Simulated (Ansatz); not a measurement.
# What spin–orbit coupling does to the bands of Cd

```
Cd
1.0
     2.97887    0.00000    0.00000
    -1.48944    2.57978    0.00000
     0.00000    0.00000    5.61765
Cd
2
Direct
  0.33333 0.66667 0.25000
  0.66667 0.33333 0.75000
```

Atom numbers follow the list: Cd1, Cd2.

The cell is COD entry 9008490, as deposited and not checked against the literature; nothing was relaxed.

Levels of theory: DFT, PBE, all-electron LAPW, scalar-relativistic (Ansatz 0.2.0); DFT, PBE, all-electron LAPW, Dirac equation with spin-orbit coupling (Ansatz 0.2.0).

The runs use a Γ-centred 16×16×7 k mesh, Fermi–Dirac smearing of 0.05 eV, basis error target 1 meV/atom, no spin polarisation.

Levels between -8 and 1 eV, each run counted from its own valence-band top where it has a gap, else its Fermi level. Scalar levels are listed once for both spins; with the coupling every spinor state is counted. Levels near the edges of the range can cross them.

(1) At K (0.333, 0.333, 0.000) the scalar-relativistic levels are 0.00 (×2), 0.39. What are they with spin–orbit coupling?

Answers

(1) -0.03 (×2), 0.05 (×2), 0.38 (×2).
